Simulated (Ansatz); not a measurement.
# YN: the cost of one run

Method: DFT PBE, scalar-relativistic, plane waves, PAW, in Ansatz 0.2.0.

1 further run of the same task is left out (set aside as unsound or not needed).

### 1 The structure to begin with

The cell holds 32 atoms (N16TbY15): a = 8.497 Å, b = 8.497 Å, c = 8.497 Å, α = 109.47°, β = 109.47°, γ = 109.47°.

The coordinates of this cell stand in the input of its own run.

The host was relaxed before at PBE: a = 4.906 Å, b = 4.906 Å, c = 4.906 Å, α = 90.00°, β = 90.00°, γ = 90.00° (conventional cell), 14.758 Å³/atom.

Places, in fractions of the supercell: Tb in place of Y at (0.250, 0.250, 0.500). Its neighbours start displaced at random by about 0.03 Å.

### 2 The perfect crystal in the supercell of 32 atoms

input.yaml reads:

```yaml
crystal:
  lattice:
    - [4.905784362, -4.905784362, -4.905784362]
    - [-4.905784362, -4.905784362, 4.905784362]
    - [-4.905784362, 4.905784362, -4.905784362]
  atoms:
    - { symbol: "Y", position: [0.25, 0.25, 0.5] }
    - { symbol: "Y", position: [0.25, 0.5, 0.25] }
    - { symbol: "Y", position: [0.25, 0.75, 0.0] }
    - { symbol: "Y", position: [0.0, 0.25, 0.75] }
    - { symbol: "Y", position: [0.25, 0.0, 0.75] }
    - { symbol: "Y", position: [0.0, 0.5, 0.5] }
    - { symbol: "Y", position: [0.0, 0.75, 0.25] }
    - { symbol: "Y", position: [0.75, 0.25, 0.0] }
    - { symbol: "Y", position: [1.0, 1.0, 1.0] }
    - { symbol: "Y", position: [0.75, 0.5, 0.75] }
    - { symbol: "Y", position: [0.75, 0.75, 0.5] }
    - { symbol: "Y", position: [0.5, 0.25, 0.25] }
    - { symbol: "Y", position: [0.75, 0.0, 0.25] }
    - { symbol: "Y", position: [0.5, 0.5, 0.0] }
    - { symbol: "Y", position: [0.5, 0.75, 0.75] }
    - { symbol: "Y", position: [0.5, 0.0, 0.5] }
    - { symbol: "N", position: [0.25, 0.5, 0.75] }
    - { symbol: "N", position: [0.25, 0.75, 0.5] }
    - { symbol: "N", position: [0.25, 0.0, 0.25] }
    - { symbol: "N", position: [0.0, 0.5, 0.0] }
    - { symbol: "N", position: [0.25, 0.25, 0.0] }
    - { symbol: "N", position: [0.0, 0.75, 0.75] }
    - { symbol: "N", position: [0.0, 0.0, 0.5] }
    - { symbol: "N", position: [0.75, 0.5, 0.25] }
    - { symbol: "N", position: [0.0, 0.25, 0.25] }
    - { symbol: "N", position: [0.75, 0.75, 0.0] }
    - { symbol: "N", position: [0.75, 0.0, 0.75] }
    - { symbol: "N", position: [0.5, 0.5, 0.5] }
    - { symbol: "N", position: [0.75, 0.25, 0.5] }
    - { symbol: "N", position: [0.5, 0.75, 0.25] }
    - { symbol: "N", position: [0.5, 0.0, 0.0] }
    - { symbol: "N", position: [0.5, 0.25, 0.75] }
basis:
  ecutwfc: 420
  xc_grid: 2
kpoints:
  mp_grid: { grid: [3, 3, 3], shift: [0.0, 0.0, 0.0] }
hamiltonian:
  xc: pbe
scf:
  occupations: { method: gaussian, width: 0.05 }
output:
  forces: true
  stress: true
  eigenvalues: true
```

On the command line:

```sh
$ ansatz run input.yaml --threads 8 --pin off --max-ram 14336MiB --backend cpu --events-out ev --progress --plain --runs-dir out
```

**Question.** How long does this run take on 8 threads of Intel Xeon at 2.70GHz, shared host, and how much memory does it need?

About 4 s, with a peak of 1.7 GiB.
